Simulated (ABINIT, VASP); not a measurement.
Given: the input of a run of VASP 6.6.1 on HfB2. Atoms were shifted at random by some hundredths of an Å from the given cell, which wasn't relaxed again for these runs. The cell comes from a database or a generator and needn't be the stable form of this composition.

The input INCAR:

```
SYSTEM = HfB2
PREC     = Accurate       ! precision mode
ENCUT    = 520            ! plane-wave cutoff, eV
EDIFF    = 1E-7           ! SCF threshold, eV
ISMEAR   = -1             ! smearing method
SIGMA    = 0.05           ! smearing width, eV
LREAL    = .False.        ! projectors in reciprocal space
LASPH    = .True.         ! aspherical terms in the spheres
NELM     = 100            ! most SCF steps
ALGO     = Normal         ! electronic algorithm
ISIF     = 2              ! what is computed and relaxed
LWAVE    = .False.        ! write WAVECAR
LCHARG   = .False.        ! write CHGCAR
GGA      = PE             ! functional
NBANDS   = 15             ! bands
```

File KPOINTS:

```
Automatic mesh
0
Gamma
  9 9 9
  0 0 0
```

POSCAR

```
HfB2
1.0
    0.0000000000      2.7160800000      2.7160800000
    2.7160800000      0.0000000000      2.7160800000
    2.7160800000      2.7160800000      0.0000000000
Hf B
1 2
Direct
   -0.0004070000     -0.0035170000      0.0068000000
    0.2471460000      0.2531540000      0.2515480000
    0.7513290000      0.7600630000      0.7505210000
```

Potentials or basis: VASP PAW PBE potentials, release 64 (Hf_pv, B).

The run is started by

```console
$ cat potpaw_PBE.64/Hf_pv/POTCAR potpaw_PBE.64/B/POTCAR > POTCAR
$ mpirun -np 1 vasp_std > vasp.out
```

Translate it to ABINIT 10.8.3 (patched build). Potentials or basis there: JTH PAW PBE v2.0, cutoff 517 eV.

As run (cutoffs and basis follow the program's own potentials, and thresholds, step limits or extra output files can differ):

run.abi

```
# Pseudopotentials
pp_dirpath "./"
pseudos "Hf.GGA_PBE-JTH.xml, B.GGA_PBE-JTH.xml"

# Structure
acell 3.8411171725 3.8411171725 3.8411171725 Angstrom
rprim
     0.0000000000     0.7071067812     0.7071067812
     0.7071067812     0.0000000000     0.7071067812
     0.7071067812     0.7071067812     0.0000000000
ntypat 2
znucl 72 5
natom 3
typat 1 2 2
xred
    -0.0004070000    -0.0035170000     0.0068000000
     0.2471460000     0.2531540000     0.2515480000
     0.7513290000     0.7600630000     0.7505210000
chkprim 0
chksymtnons 0
tolsym 1.0e-6

# Plane-wave basis
ecut 19.0
pawecutdg 38.0
pawxcdev 0

# k points
kptopt 1
ngkpt 9 9 9
nshiftk 1
shiftk 0.0 0.0 0.0

# Exchange and correlation
ixc 11

# Bands and occupations
nband 13
occopt 3
tsmear 0.05 eV

# SCF cycle
nstep 100
tolvrs 1.0e-9

# Output
iomode 3
prtwf 0
prteig 0
prtebands 0
enunit 2
prtden 1
prtvha 1
prtvclmb 1
prtpot 1
```

Potentials or basis: JTH PAW PBE v2.0.

Run with:

```bash
$ abinit run.abi > log 2>&1
```

Both were run:

|  | VASP | ABINIT |
| --- | --- | --- |
| Pressure | 0.6 GPa | 0.8 GPa |
| Largest force | 0.504 eV/Å | 0.507 eV/Å |

The potentials hold 16 and 18 valence electrons a cell.

Pressure is positive in compression.
